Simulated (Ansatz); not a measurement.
Set up this calculation in Ansatz 0.2.0, as the native input.

```yaml
Task: band structure
Functional: r2SCAN
Potentials_or_basis: Ansatz PAW
Cutoff: "500 eV (not typed: the program's choice for these potentials)"
k_mesh: 9 × 9 × 9
Occupations: fermi-dirac, width 0.05 eV
Spin: spin-orbit coupling, no magnetisation
Path: "[[\"G\", \"X\", \"Y\", \"S\", \"G\", \"Z\", \"S1\", \"N\", \"P\", \"Y1\", \"Z\"], [\"X\", \"P\"]]"
Points_for_each_segment_of_the_path: 14
```

Sb:

```
Sb
1.0
    -1.57654    1.57654    2.71194
     1.57654   -1.57654    2.71194
     1.57654    1.57654   -2.71194
Sb
1
Direct
  0.00000 0.00000 0.00000
```

This isn't the form of Sb at room conditions, which is rhombohedral.

One way to write it, as run:

input.yaml

```yaml
crystal:
  lattice:
    - [-1.5765401831, 1.5765401831, 2.7119384313]
    - [1.5765401831, -1.5765401831, 2.7119384313]
    - [1.5765401831, 1.5765401831, -2.7119384313]
  atoms:
    - { symbol: Sb, position: [0.0, 0.0, 0.0] }
hamiltonian:
  xc: r2scan
  pseudopotentials: { kind: paw_fr }
magnetization:
  noncollinear: true
  spin_orbit: true
kpoints:
  mp_grid: { grid: [9, 9, 9] }
  band_path:
    path:
      - [[0.0, 0.0, 0.0], [0.0, 0.0, 0.5], [-0.1689742169, 0.1689742169, 0.5], [-0.3344871084, 0.3344871084, 0.3344871084], [0.0, 0.0, 0.0], [0.5, 0.5, -0.5], [0.3344871084, 0.6655128916, -0.3344871084], [0.0, 0.5, 0.0], [0.25, 0.25, 0.25], [0.5, 0.5, -0.1689742169], [0.5, 0.5, -0.5]]
      - [[0.0, 0.0, 0.5], [0.25, 0.25, 0.25]]
    npoints: 14
scf:
  occupations: { method: fermi_dirac, width: 0.05 }
  n_extra_bands: 6
output:
  forces: true
  stress: true
  eigenvalues: true
  fatbands: true
```

Potentials or basis: Ansatz PAW.

Launch:

```bash
$ ansatz run input.yaml --threads 2 --pin off --max-ram 5632MiB --backend cpu --events-out ev --progress --plain --runs-dir out
```

Results of the run:

```
Pressure               : 1.5 GPa
Band gap on the k mesh : none (metal or under the smearing width)
```

Caveat: the PAW data sets come from PBE, with cores solved anew for the run's functional, which leaves a small shift of forces and pressure.

It took 27 s on 2 threads of Arm Neoverse V1, on a shared host, peak memory 0.51 GiB.
